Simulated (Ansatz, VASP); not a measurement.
**Two plane-wave programs on ZnS**

```xyz
2
Lattice="0.0000 2.6782 2.6782 2.6782 0.0000 2.6782 2.6782 2.6782 0.0000" Properties=species:S:1:pos:R:3 pbc="T T T"
Zn    0.0000    0.0000    0.0000
S     4.0173    4.0173    4.0173
```

Alike in both runs: task single point; functional PBEsol; k mesh 10 × 10 × 10; occupations gaussian, width 0.02 eV; no spin polarisation.

```csv
,VASP,Ansatz
version,VASP 6.6.1,Ansatz 0.2.0
potentials or method,"VASP PAW PBE potentials, release 64 (Zn, S)","scalar-relativistic, plane waves, PAW"
plane-wave cutoff (eV),520,600
valence electrons in the cell,18,18
```

VASP gave:

```
gap on the k mesh at the Fermi level (eV) : 2.09
least direct gap on the mesh (eV)         : 2.09
pressure (GPa)                            : 0.2
```

Question: Estimate Ansatz's values.

Answer: gap on the k mesh at the Fermi level (eV): 2.08; least direct gap on the mesh (eV): 2.08; pressure (GPa): 0.0.

With one functional, cell and mesh, what is left measures potentials, basis and numerics. Ansatz warned: «pseudo_functional_mismatch».

Caveats: the PAW data sets were made with another functional, which shifts forces and pressure a little (VASP). PBEsol gaps usually lie below the measured ones, often by a third to a half.
